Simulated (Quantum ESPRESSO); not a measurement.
# 2H-WSe2, 1 layer, stepped through biaxial strain, part 2 of 6

What law, if any, do the results for 2H-WSe2, 1 layer follow against biaxial strain?

Quantum ESPRESSO 7.5; plane-wave DFT, PBE, GBRV ultrasoft pseudopotentials.

So far. Step 2 (Relaxing cell and ions of the reference):  The last row is no step: it is a fresh SCF in the final cell with a new plane-wave basis, +0 meV from the row before.

## Step 3: Relaxation with pw.x, -4 %

m0.relax.in reads:

```
&control
  prefix = 'm0.relax'
  outdir = './out'
  pseudo_dir = './pseudo'
  nstep = 40
  forc_conv_thr = 0.0003
  calculation = 'relax'
  tstress = .true.
/
&system
  ibrav = 0
  nat = 3
  ntyp = 2
  ecutwfc = 50
  ecutrho = 250
  occupations = 'smearing'
  smearing = 'fd'
  degauss = 0.002
/
&electrons
  conv_thr = 1e-09
  mixing_beta = 0.4
  electron_maxstep = 120
  mixing_mode = 'plain'
/
&ions
/
ATOMIC_SPECIES
  Se  78.9710  se_pbe_v1.uspp.F.UPF
  W   183.8400  w_pbe_v1.2.uspp.F.UPF
CELL_PARAMETERS angstrom
  3.18543293760000 0.00000000000000 0.00000000000000
  -1.59271646880000 2.75866584576000 0.00000000000000
  0.00000000000000 0.00000000000000 18.74034793400000
ATOMIC_POSITIONS crystal
  Se  0.333333333300 0.666666666700 0.410331696300
  W   0.000000000000 0.000000000000 0.500000000000
  Se  0.333333333300 0.666666666700 0.589668303700
K_POINTS automatic
  12 12 1 0 0 0
```

Launch:

```bash
$ OMP_NUM_THREADS=1 mpirun -n 4 pw.x -nk 4 -in m0.relax.in > m0.relax.out
```

The log of the run:

```text
[banner, memory and clock lines left out]
Program PWSCF v.7.5 starts
[citation notice left out]

[...]
Message from routine setup:
[...]
bravais-lattice index     =            0
     lattice parameter (alat)  =       6.0196  a.u.
     unit-cell volume          =    1111.3269 (a.u.)^3
     number of atoms/cell      =            3
     number of atomic types    =            2
     number of electrons       =        26.00
     number of Kohn-Sham states=           17
     kinetic-energy cutoff     =      50.0000  Ry
     charge density cutoff     =     250.0000  Ry
     scf convergence threshold =      1.0E-09
     mixing beta               =       0.4000
     number of iterations used =            8  plain     mixing
     energy convergence thresh.=      1.0E-04
     force convergence thresh. =      3.0E-04
     Exchange-correlation= SLA  PW   PBE  PBE
                           (   1   4   3   4   0   0   0)
     nstep                     =           40

[...]
PseudoPot. # 1 for Se read from file:
     ./pseudo/se_pbe_v1.uspp.F.UPF
     Pseudo is Ultrasoft + core correction, Zval =  6.0
     Generated by new atomic code, or converted to UPF format
     Using radial grid of  877 points,  6 beta functions with:
                l(1) =   0
                l(2) =   0
                l(3) =   1
                l(4) =   1
                l(5) =   2
                l(6) =   2
     Q(r) pseudized with  8 coefficients,  rinner =    1.300   1.300   1.300
                                                       1.300   1.300

     PseudoPot. # 2 for W  read from file:
     ./pseudo/w_pbe_v1.2.uspp.F.UPF
     Pseudo is Ultrasoft + core correction, Zval = 14.0
     Generated by new atomic code, or converted to UPF format
     Using radial grid of  923 points,  8 beta functions with:
                l(1) =   0
                l(2) =   0
                l(3) =   0
                l(4) =   1
                l(5) =   1
                l(6) =   2
                l(7) =   2
                l(8) =   3
     Q(r) pseudized with  6 coefficients,  rinner =    1.350   1.350   1.350
                                                       1.350   1.350   1.350
                                                       1.350

     atomic species   valence    mass     pseudopotential
     Se                6.00    78.97100     Se( 1.00)
     W                14.00   183.84000     W ( 1.00)

     12 Sym. Ops. (no inversion) found

[...]
number of k points=    19  Fermi-Dirac smearing, width (Ry)=  0.0020
[...]
Dense  grid:    74123 G-vectors     FFT dimensions: (  32,  32, 180)

     Smooth grid:    53277 G-vectors     FFT dimensions: (  27,  27, 160)

     Check: negative core charge=   -0.000001

     Initial potential from superposition of free atoms

     starting charge      25.8995, renormalised to      26.0000

     negative rho (up, down):  6.114E-02 0.000E+00
     Starting wfcs are   21 randomized atomic wfcs

     per-process dynamical memory:    63.9 Mb

     Self-consistent Calculation

     iteration #  1     ecut=    50.00 Ry     beta= 0.40
     Davidson diagonalization with overlap
     ethr =  1.00E-02,  avg # of iterations =  2.2

     Threshold (ethr) on eigenvalues was too large:
     Diagonalizing with lowered threshold

     Davidson diagonalization with overlap
     ethr =  3.46E-04,  avg # of iterations =  1.5

     negative rho (up, down):  6.325E-02 0.000E+00

     total energy              =    -246.43346527 Ry
     estimated scf accuracy    <       0.10583924 Ry

     iteration #  2     ecut=    50.00 Ry     beta= 0.40
[...]
negative rho (up, down):  6.383E-02 0.000E+00

[...]
total energy              =    -246.43933206 Ry
     estimated scf accuracy    <       0.08470576 Ry

     iteration #  3     ecut=    50.00 Ry     beta= 0.40
[...]
negative rho (up, down):  6.545E-02 0.000E+00

[...]
total energy              =    -246.45335603 Ry
     estimated scf accuracy    <       0.01381025 Ry

     iteration #  4     ecut=    50.00 Ry     beta= 0.40
[...]
negative rho (up, down):  6.655E-02 0.000E+00

[...]
total energy              =    -246.45477808 Ry
     estimated scf accuracy    <       0.00074868 Ry

     iteration #  5     ecut=    50.00 Ry     beta= 0.40
[...]
negative rho (up, down):  6.665E-02 0.000E+00

[...]
total energy              =    -246.45486406 Ry
     estimated scf accuracy    <       0.00004321 Ry

     iteration #  6     ecut=    50.00 Ry     beta= 0.40
[...]
negative rho (up, down):  6.661E-02 0.000E+00

[...]
total energy              =    -246.45490941 Ry
     estimated scf accuracy    <       0.00000577 Ry

     iteration #  7     ecut=    50.00 Ry     beta= 0.40
[...]
negative rho (up, down):  6.658E-02 0.000E+00

[...]
total energy              =    -246.45491019 Ry
     estimated scf accuracy    <       0.00000031 Ry

     iteration #  8     ecut=    50.00 Ry     beta= 0.40
[...]
negative rho (up, down):  6.656E-02 0.000E+00

[...]
total energy              =    -246.45491045 Ry
     estimated scf accuracy    <       0.00000006 Ry

     iteration #  9     ecut=    50.00 Ry     beta= 0.40
[...]
negative rho (up, down):  6.655E-02 0.000E+00

[...]
total energy              =    -246.45491046 Ry
     estimated scf accuracy    <          3.7E-09 Ry

     iteration # 10     ecut=    50.00 Ry     beta= 0.40
[...]
negative rho (up, down):  6.655E-02 0.000E+00

[...]
End of self-consistent calculation

          k = 0.0000 0.0000 0.0000 (  6643 PWs)   bands (ev):

   -73.0546 -37.3935 -37.1577 -37.1577 -14.4289 -13.0900  -5.8073  -1.7111
    -1.4542  -1.4542  -0.1976  -0.1976   0.1436   4.1561   4.1561   4.3243
     4.3243

          k = 0.0000 0.0962 0.0000 (  6647 PWs)   bands (ev):

   -73.0534 -37.3891 -37.1804 -37.1629 -14.3087 -13.0280  -5.6555  -1.9077
    -1.7942  -1.3347  -0.4000  -0.2330   0.1427   3.7600   3.8788   4.1636
     4.3533

[...]
the Fermi energy is     1.6658 ev

!    total energy              =    -246.45491047 Ry
     estimated scf accuracy    <          3.9E-10 Ry
     smearing contrib. (-TS)   =      -0.00000000 Ry
     internal energy E=F+TS    =    -246.45491047 Ry

     The total energy is F=E-TS. E is the sum of the following terms:
     one-electron contribution =    -970.17616470 Ry
     hartree contribution      =     486.34011612 Ry
     xc contribution           =    -100.90719028 Ry
     ewald contribution        =     338.28832839 Ry

     convergence has been achieved in  10 iterations

     negative rho (up, down):  6.655E-02 0.000E+00

     Forces acting on atoms (cartesian axes, Ry/au):

     atom    1 type  1   force =     0.00000000    0.00000000   -0.03737387
     atom    2 type  2   force =     0.00000000    0.00000000    0.00000000
     atom    3 type  1   force =     0.00000000    0.00000000    0.03737387

     Total force =     0.052855     Total SCF correction =     0.000041

     Computing stress (Cartesian axis) and pressure

     negative rho (up, down):  6.655E-02 0.000E+00
          total   stress  (Ry/bohr**3)                   (kbar)     P=       42.57
   0.00032941  -0.00000000   0.00000000           48.46       -0.00        0.00
   0.00000000   0.00032941   0.00000000            0.00       48.46        0.00
  -0.00000000   0.00000000   0.00020929           -0.00        0.00       30.79

     BFGS Geometry Optimization
     Energy error            =      2.8E-03 Ry
     Gradient error          =      3.7E-02 Ry/Bohr

     number of scf cycles    =   1
     number of bfgs steps    =   0

     energy             new  =    -246.4549104679 Ry

     new trust radius        =       0.0373738724 bohr
     new conv_thr            =       0.0000000010 Ry

ATOMIC_POSITIONS (crystal)
Se               0.3333333333        0.6666666667        0.4092763583
W                0.0000000000        0.0000000000        0.5000000000
Se               0.3333333333        0.6666666667        0.5907236417

[...]
NEW-OLD atomic charge density approx. for the potential

     Check: negative core charge=   -0.000001

     negative rho (up, down):  6.659E-02 0.000E+00

     per-process dynamical memory:    69.6 Mb

[...]
!    total energy              =    -246.45713983 Ry
[...]
Total force =     0.031691     Total SCF correction =     0.000023
[...]
number of bfgs steps    =   1
[...]
energy             new  =    -246.4571398273 Ry
[...]
new trust radius        =       0.0411112597 bohr
[...]
!    total energy              =    -246.45833569 Ry
[...]
Total force =     0.009652     Total SCF correction =     0.000006
[...]
number of bfgs steps    =   2
[...]
energy             new  =    -246.4583356863 Ry
[...]
new trust radius        =       0.0180033403 bohr
[...]
!    total energy              =    -246.45846308 Ry
[...]
Total force =     0.000395     Total SCF correction =     0.000022
[...]
number of bfgs steps    =   3
[...]
energy             new  =    -246.4584630802 Ry
[...]
new trust radius        =       0.0007680147 bohr
[...]
Self-consistent Calculation

     iteration #  1     ecut=    50.00 Ry     beta= 0.40
     Davidson diagonalization with overlap
     ethr =  1.00E-06,  avg # of iterations =  2.0

     Threshold (ethr) on eigenvalues was too large:
     Diagonalizing with lowered threshold

     Davidson diagonalization with overlap
     ethr =  1.88E-10,  avg # of iterations =  5.2

     negative rho (up, down):  6.661E-02 0.000E+00

     total energy              =    -246.45846327 Ry
     estimated scf accuracy    <       0.00000008 Ry

[...]
iteration #  6     ecut=    50.00 Ry     beta= 0.40
[...]
negative rho (up, down):  6.661E-02 0.000E+00

[...]
End of self-consistent calculation

          k = 0.0000 0.0000 0.0000 (  6643 PWs)   bands (ev):

   -73.0687 -37.3820 -37.1366 -37.1366 -14.2219 -13.0476  -5.6877  -1.7994
    -1.1488  -1.1488   0.0267   0.0573   0.0573   4.1639   4.1639   4.2256
     4.2256

          k = 0.0000 0.0962 0.0000 (  6647 PWs)   bands (ev):

   -73.0676 -37.3778 -37.1585 -37.1417 -14.1039 -12.9813  -5.5338  -1.9418
    -1.4929  -1.0312  -0.1440  -0.0463   0.0408   3.6545   3.8750   4.0725
     4.3432

[...]
the Fermi energy is     1.5092 ev

!    total energy              =    -246.45846330 Ry
     estimated scf accuracy    <          2.3E-12 Ry
     smearing contrib. (-TS)   =      -0.00000000 Ry
     internal energy E=F+TS    =    -246.45846330 Ry

     The total energy is F=E-TS. E is the sum of the following terms:
     one-electron contribution =    -956.88083144 Ry
     hartree contribution      =     479.72674295 Ry
     xc contribution           =    -100.81655384 Ry
     ewald contribution        =     331.51217903 Ry

     convergence has been achieved in   6 iterations

     negative rho (up, down):  6.661E-02 0.000E+00

     Forces acting on atoms (cartesian axes, Ry/au):

     atom    1 type  1   force =     0.00000000    0.00000000   -0.00000464
     atom    2 type  2   force =    -0.00000000   -0.00000000    0.00000000
     atom    3 type  1   force =     0.00000000    0.00000000    0.00000464

     Total force =     0.000007     Total SCF correction =     0.000000

     Computing stress (Cartesian axis) and pressure

     negative rho (up, down):  6.661E-02 0.000E+00
          total   stress  (Ry/bohr**3)                   (kbar)     P=       23.98
   0.00024665  -0.00000000   0.00000000           36.28       -0.00        0.00
   0.00000000   0.00024665   0.00000000            0.00       36.28        0.00
   0.00000000   0.00000000  -0.00000427            0.00        0.00       -0.63

     Energy error            =      2.2E-07 Ry
     Gradient error          =      4.6E-06 Ry/Bohr

     bfgs converged in   5 scf cycles and   4 bfgs steps
     (criteria: energy <  1.0E-04 Ry, force <  3.0E-04 Ry/Bohr)

     End of BFGS Geometry Optimization

     Final energy             =    -246.4584632985 Ry

     File ./out/m0.relax.bfgs deleted, as requested
Begin final coordinates

ATOMIC_POSITIONS (crystal)
Se               0.3333333333        0.6666666667        0.4075854337
W                0.0000000000        0.0000000000        0.5000000000
Se               0.3333333333        0.6666666667        0.5924145663
End final coordinates

[...]
```

Elapsed: 78 s, on 4 MPI ranks of Arm Neoverse V1, shared host; peak memory 0.82 GiB.

The steps of the relaxation:

```
step  energy less that of the first step (eV)  largest force (eV/Å)
   1                                   0.0000                0.9609
   2                                  -0.0303                0.5762
   3                                  -0.0466                0.1755
   4                                  -0.0483                0.0072
   5                                  -0.0483                0.0001
```

The atoms that moved most (Å):

```
atom     dx     dy      dz  length
 Se1  0.000  0.000  -0.051   0.051
 Se3  0.000  0.000   0.051   0.051
```

Final coordinates:

```
CELL_PARAMETERS angstrom
3.18543 0.00000 0.00000
-1.59272 2.75867 0.00000
0.00000 0.00000 18.74035
ATOMIC_POSITIONS crystal
Se 0.33333 0.66667 0.40759
W 0.00000 0.00000 0.50000
Se 0.33333 0.66667 0.59241
```

The relaxation lowers the energy by 16 meV an atom.

Numbers from this step:

* free energy: -3353.2382 eV
* Fermi energy: 1.509 eV

## Step 4: SCF with pw.x, -4 %

The self-consistent run of this member.

m0.scf.in reads:

```
&control
  prefix = 'm0.scf'
  outdir = './out'
  pseudo_dir = './pseudo'
  calculation = 'scf'
  tprnfor = .true.
/
&system
  ibrav = 0
  nat = 3
  ntyp = 2
  ecutwfc = 40
  ecutrho = 200
  occupations = 'smearing'
  smearing = 'fd'
  degauss = 0.002
  nbnd = 17
/
&electrons
  conv_thr = 1e-09
  mixing_beta = 0.4
  electron_maxstep = 120
  mixing_mode = 'plain'
/
ATOMIC_SPECIES
  Se  78.9710  se_pbe_v1.uspp.F.UPF
  W   183.8400  w_pbe_v1.2.uspp.F.UPF
CELL_PARAMETERS angstrom
  3.18543293760000 0.00000000000000 0.00000000000000
  -1.59271646880000 2.75866584576000 0.00000000000000
  0.00000000000000 0.00000000000000 18.74034793400000
ATOMIC_POSITIONS crystal
  Se  0.333333333300 0.666666666700 0.407585433700
  W   0.000000000000 0.000000000000 0.500000000000
  Se  0.333333333300 0.666666666700 0.592414566300
K_POINTS automatic
  12 12 1 0 0 0
```

Launch:

```bash
$ OMP_NUM_THREADS=1 mpirun -n 4 pw.x -nk 4 -in m0.scf.in > m0.scf.out
```

The log of the run:

```text
[banner, memory and clock lines left out]
Program PWSCF v.7.5 starts
[citation notice left out]

[...]
Message from routine setup:
[...]
bravais-lattice index     =            0
     lattice parameter (alat)  =       6.0196  a.u.
     unit-cell volume          =    1111.3269 (a.u.)^3
     number of atoms/cell      =            3
     number of atomic types    =            2
     number of electrons       =        26.00
     number of Kohn-Sham states=           17
     kinetic-energy cutoff     =      40.0000  Ry
     charge density cutoff     =     200.0000  Ry
     scf convergence threshold =      1.0E-09
     mixing beta               =       0.4000
     number of iterations used =            8  plain     mixing
     Exchange-correlation= SLA  PW   PBE  PBE
                           (   1   4   3   4   0   0   0)

[...]
PseudoPot. # 1 for Se read from file:
     ./pseudo/se_pbe_v1.uspp.F.UPF
     Pseudo is Ultrasoft + core correction, Zval =  6.0
     Generated by new atomic code, or converted to UPF format
     Using radial grid of  877 points,  6 beta functions with:
                l(1) =   0
                l(2) =   0
                l(3) =   1
                l(4) =   1
                l(5) =   2
                l(6) =   2
     Q(r) pseudized with  8 coefficients,  rinner =    1.300   1.300   1.300
                                                       1.300   1.300

     PseudoPot. # 2 for W  read from file:
     ./pseudo/w_pbe_v1.2.uspp.F.UPF
     Pseudo is Ultrasoft + core correction, Zval = 14.0
     Generated by new atomic code, or converted to UPF format
     Using radial grid of  923 points,  8 beta functions with:
                l(1) =   0
                l(2) =   0
                l(3) =   0
                l(4) =   1
                l(5) =   1
                l(6) =   2
                l(7) =   2
                l(8) =   3
     Q(r) pseudized with  6 coefficients,  rinner =    1.350   1.350   1.350
                                                       1.350   1.350   1.350
                                                       1.350

     atomic species   valence    mass     pseudopotential
     Se                6.00    78.97100     Se( 1.00)
     W                14.00   183.84000     W ( 1.00)

     12 Sym. Ops. (no inversion) found

[...]
number of k points=    19  Fermi-Dirac smearing, width (Ry)=  0.0020
[...]
Dense  grid:    53277 G-vectors     FFT dimensions: (  27,  27, 160)

     Smooth grid:    37811 G-vectors     FFT dimensions: (  25,  25, 144)

     Initial potential from superposition of free atoms

     starting charge      25.8995, renormalised to      26.0000

     negative rho (up, down):  6.612E-02 0.000E+00
     Starting wfcs are   21 randomized atomic wfcs

     per-process dynamical memory:    48.1 Mb

     Self-consistent Calculation

     iteration #  1     ecut=    40.00 Ry     beta= 0.40
     Davidson diagonalization with overlap
     ethr =  1.00E-02,  avg # of iterations =  2.1

     Threshold (ethr) on eigenvalues was too large:
     Diagonalizing with lowered threshold

     Davidson diagonalization with overlap
     ethr =  3.53E-04,  avg # of iterations =  1.5

     negative rho (up, down):  6.718E-02 0.000E+00

     total energy              =    -246.43147072 Ry
     estimated scf accuracy    <       0.10721609 Ry

     iteration #  2     ecut=    40.00 Ry     beta= 0.40
[...]
negative rho (up, down):  6.743E-02 0.000E+00

[...]
total energy              =    -246.43517005 Ry
     estimated scf accuracy    <       0.09784454 Ry

     iteration #  3     ecut=    40.00 Ry     beta= 0.40
[...]
negative rho (up, down):  6.840E-02 0.000E+00

[...]
total energy              =    -246.45123003 Ry
     estimated scf accuracy    <       0.01710555 Ry

     iteration #  4     ecut=    40.00 Ry     beta= 0.40
[...]
negative rho (up, down):  6.911E-02 0.000E+00

[...]
total energy              =    -246.45301936 Ry
     estimated scf accuracy    <       0.00077477 Ry

     iteration #  5     ecut=    40.00 Ry     beta= 0.40
[...]
negative rho (up, down):  6.918E-02 0.000E+00

[...]
total energy              =    -246.45311272 Ry
     estimated scf accuracy    <       0.00004982 Ry

     iteration #  6     ecut=    40.00 Ry     beta= 0.40
[...]
negative rho (up, down):  6.917E-02 0.000E+00

[...]
total energy              =    -246.45315699 Ry
     estimated scf accuracy    <       0.00000482 Ry

     iteration #  7     ecut=    40.00 Ry     beta= 0.40
[...]
negative rho (up, down):  6.915E-02 0.000E+00

[...]
total energy              =    -246.45315786 Ry
     estimated scf accuracy    <       0.00000023 Ry

     iteration #  8     ecut=    40.00 Ry     beta= 0.40
[...]
negative rho (up, down):  6.914E-02 0.000E+00

[...]
total energy              =    -246.45315808 Ry
     estimated scf accuracy    <       0.00000004 Ry

     iteration #  9     ecut=    40.00 Ry     beta= 0.40
[...]
negative rho (up, down):  6.913E-02 0.000E+00

[...]
total energy              =    -246.45315809 Ry
     estimated scf accuracy    <          1.3E-09 Ry

     iteration # 10     ecut=    40.00 Ry     beta= 0.40
[...]
negative rho (up, down):  6.913E-02 0.000E+00

[...]
End of self-consistent calculation

          k = 0.0000 0.0000 0.0000 (  4643 PWs)   bands (ev):

   -73.0769 -37.3863 -37.1403 -37.1403 -14.2223 -13.0479  -5.6878  -1.7994
    -1.1491  -1.1491   0.0265   0.0567   0.0567   4.1638   4.1638   4.2258
     4.2258

          k = 0.0000 0.0962 0.0000 (  4705 PWs)   bands (ev):

   -73.0758 -37.3828 -37.1629 -37.1457 -14.1044 -12.9817  -5.5339  -1.9421
    -1.4933  -1.0317  -0.1448  -0.0468   0.0404   3.6539   3.8745   4.0725
     4.3430

[...]
the Fermi energy is     1.5085 ev

!    total energy              =    -246.45315809 Ry
     estimated scf accuracy    <          2.2E-10 Ry
     smearing contrib. (-TS)   =      -0.00000000 Ry
     internal energy E=F+TS    =    -246.45315809 Ry

     The total energy is F=E-TS. E is the sum of the following terms:
     one-electron contribution =    -956.86270471 Ry
     hartree contribution      =     479.71520554 Ry
     xc contribution           =    -100.81783794 Ry
     ewald contribution        =     331.51217902 Ry

     convergence has been achieved in  10 iterations

     negative rho (up, down):  6.913E-02 0.000E+00

     Forces acting on atoms (cartesian axes, Ry/au):

     atom    1 type  1   force =     0.00000000    0.00000000   -0.00015665
     atom    2 type  2   force =     0.00000000    0.00000000    0.00000000
     atom    3 type  1   force =     0.00000000    0.00000000    0.00015665

     Total force =     0.000222     Total SCF correction =     0.000025
     SCF correction compared to forces is large: reduce conv_thr to get better values

[...]
```

The job ended after 13 s (4 MPI ranks; peak memory 0.46 GiB; 50 s of CPU time).

Numbers from this step:

* free energy: -3353.1660 eV
* Fermi energy: 1.508 eV
* valence top, on the run's zero: 0.8705 eV
* conduction bottom, on the run's zero: 2.321 eV
* gap by band count: 1.450 eV

(Continued in part 3 of 6.)

[Logs are printed without paths, hosts, clocks, repeated set-up lines and the standing remarks that a program may print on its own settings, such as how far it seeks lower states.]

[Hosts, paths, dates, database ids (printed as entryN), source tags and the programs' standing remarks are cut or masked in the printed files.]

[Maps of the electrostatic potential energy from Ansatz leave out the sawtooth potential of an applied field or a dipole correction, so their vacuum need not be flat; planar profiles and work functions include it.]
